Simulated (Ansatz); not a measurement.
Relaxation of a periodic cell of 17 atoms, Si (host Si, host structure diamond, interstitial Si), to a largest force component of 0.03 eV/Å in at most 60 steps.

The calculation used DFT PBEsol, scalar-relativistic, plane waves, PAW (Ansatz 0.2.0). Settings: PAW set soft_1, cutoff 420 eV, k mesh 2x2x2, gaussian smearing 0.05 eV, no spin polarisation.

```xyz
17
Lattice="0.0000 5.4300 5.4300 5.4300 0.0000 5.4300 5.4300 5.4300 0.0000" Properties=species:S:1:pos:R:3
Si 0.000 0.000 0.000
Si 1.357 1.357 1.357
Si 2.715 2.715 0.000
Si 4.072 4.072 1.357
Si 2.715 0.000 2.715
Si 4.072 1.357 4.072
Si 5.430 2.715 2.715
Si 6.787 4.072 4.072
Si 0.000 2.715 2.715
Si 1.357 4.072 4.072
Si 2.715 5.430 2.715
Si 4.072 6.787 4.072
Si 2.715 2.715 5.430
Si 4.072 4.072 6.787
Si 5.430 5.430 5.430
Si 6.787 6.787 6.787
Si 3.996 4.072 4.117
```

Task: Where does it end, and by what steps?

Result: It converged. The force dipped under the threshold on the way, but the program's further checks kept it going. Limits of this set-up: coarse k mesh, PAW files made for another functional. After 3 steps the energy has fallen by 0.153 eV; Si17 moved furthest, 0.08 Å.

```csv
step,energy less start (eV),largest force component (eV/Å),accepted
0,0.0000,0.845,yes
1,-0.1303,0.330,yes
2,-0.1529,0.028,yes
3,-0.1529,0.028,yes
```

```xyz
17
Lattice="0.0000 5.4300 5.4300 5.4300 0.0000 5.4300 5.4300 5.4300 0.0000" Properties=species:S:1:pos:R:3
Si 0.001 0.004 0.007
Si 1.357 1.357 1.358
Si 2.709 2.711 0.005
Si 4.068 4.074 1.326
Si 2.708 0.003 2.713
Si 4.067 1.324 4.077
Si 5.446 2.696 2.698
Si 6.819 4.073 4.075
Si 0.002 2.708 2.711
Si 1.319 4.071 4.074
Si 2.686 5.454 2.693
Si 4.070 6.820 4.073
Si 2.685 2.690 5.457
Si 4.069 4.070 6.823
Si 5.449 5.452 5.455
Si 6.778 6.789 6.793
Si 4.062 4.074 4.079
```

Whether the end is a true minimum wasn't checked by a vibrational analysis.

The run took 24 s on 1 thread of Arm Neoverse V2 (shared host), peak memory 0.51 GiB.
